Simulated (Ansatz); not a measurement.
GaN (NiAs type): the band gap by level of theory

All numbers come from the PAW code Ansatz. Note: simulated data, non-magnetic, for a generated structure that need not be the stable one.

GaN, NiAs type, relaxed with r2SCAN. It is hexagonal, P6_3/mmc (No. 194); a = 2.967 Å, c = 5.033 Å in the conventional setting, 9.59 Å³ an atom. Around Ga lie 6 N at 2.13 Å and 2 Ga at 2.52 Å; around N lie 6 Ga at 2.13 Å.

```xyz
4
Lattice="2.9672 0.0000 0.0000 -1.4836 2.5697 0.0000 0.0000 0.0000 5.0329" Properties=species:S:1:pos:R:3 pbc="T T T"
Ga    0.0000    0.0000    0.0000
Ga    0.0000    0.0000    2.5165
N     0.0000    1.7131    1.2582
N     1.4836    0.8566    3.7747
```

Relaxed lattice by functional, symmetry kept:

| functional | k mesh | a (Å) | c (Å) | volume (Å³/atom) |
| --- | --- | --- | --- | --- |
| PBE | 12×12×6 | 3.005 | 5.095 | 9.96 |
| r2SCAN | 12×12×4 | 2.967 | 5.033 | 9.59 |
| PBEsol | 12×12×4 | 2.969 | 5.041 | 9.62 |
| LDA | 12×12×4 | 2.942 | 4.993 | 9.35 |
| HSE06 | 6×6×4 | 2.958 | 5.032 | 9.53 |

Band edges at fixed r2SCAN geometry:

| level | k mesh | gap (eV) | kind | edges | least direct gap (eV) | rough cost |
| --- | --- | --- | --- | --- | --- | --- |
| LDA | 12×12×6 | 1.07 | indirect | Γ–M (0.30) → K | 1.80 | 1.6 core-seconds |
| PBE | 12×12×6 | 1.33 | indirect | Γ–M (0.30) → K | 1.77 | 2 core-seconds |
| PBE+SOC | 12×12×6 | 1.33 | indirect | Γ–M (0.30) → K | 1.77 | 10 core-seconds |
| r2SCAN | 12×12×6 | 1.90 | indirect | Γ–M (0.30) → K | 2.26 | 4 core-seconds |
| r2SCANh | 6×6×4 | 2.64 | indirect | Γ–M (0.30) → K | 2.98 | 60 core-seconds |
| HSE06 | 6×6×4 | 2.67 | indirect | Γ–M (0.30) → K | 3.06 | 50 core-seconds |
| HSE06+SOC | 6×6×4 | 2.67 | indirect | Γ–M (0.30) → K | 3.06 | 5 core-minutes |
| DDH-PBE0 | 6×6×4 | 2.24 | indirect | Γ–M (0.30) → K | 2.65 | 80 core-seconds |
| PBE0 | 6×6×4 | 3.37 | indirect | Γ–M (0.30) → K | 3.75 | 50 core-seconds |
| Hartree-Fock | 6×6×4 | 10.42 | indirect | Γ–M (0.30) → K | 10.92 | 60 core-seconds |
| G0W0@PBE (114 empty bands, 120 eV, 6×6×4) | 6×6×4 | 2.11 | – | Γ–M (0.33) → K (mesh) | – | 40 core-seconds |
| G0W0@PBE (284 empty bands, 220 eV, 6×6×4) | 6×6×4 | 2.03 | – | Γ–M (0.33) → K (mesh) | – | 4 core-minutes |

PBE: smearing of 0.02 eV; the others have fixed occupations.
Wave cutoffs: 420 eV, 500 eV (r2SCAN, r2SCANh).
Points off the special ones are mesh points or PBE's searched band edges, reused at the other levels.
The G0W0 gap is PBE's gap over the path plus the quasiparticle shift read on the mesh. The G0W0 figures hold for the stated bands, cutoff and mesh and aren't extrapolated.
Costs come from shared machines and give only the order; PBE's includes the band path.

The HSE06 gap is indirect, 2.67 eV (Γ–M (0.30 of the way from Γ) to K), below the direct gap of 3.06 eV at Γ. Spin-orbit coupling changes the PBE gap by 0.00 eV, to 1.33 eV. Spin-orbit coupling changes the HSE06 gap by 0.00 eV, to 2.67 eV.

r2SCAN covers 43 % of the step from PBE to HSE06, while HSE06 needs about 15 times r2SCAN's cost (on a coarser mesh). Spin-orbit coupling moves the least or the direct gap by up to 0.01 eV, so it can be left out where a tenth of an eV counts. All these functionals give a gap of the same kind, indirect.

r2SCAN (ground state on 9×9×4): The clamped-ion dielectric constant comes out as 7.63 along x and y, 8.13 along z. Born charges, averaged over directions: Ga +3.51, N -3.51 e. PBE (ground state on 9×9×4): The clamped-ion dielectric constant comes out as 8.52 along x and y, 9.16 along z. Born charges, averaged over directions: Ga +3.54, N -3.54 e.

Only the levels marked +SOC include spin-orbit coupling.

The meshes of the hybrids are coarse, so their gaps aren't converged to the digits shown.

With a shallow d shell on the cation, G0W0 converges slowly in bands and cutoff, so these values are in doubt.
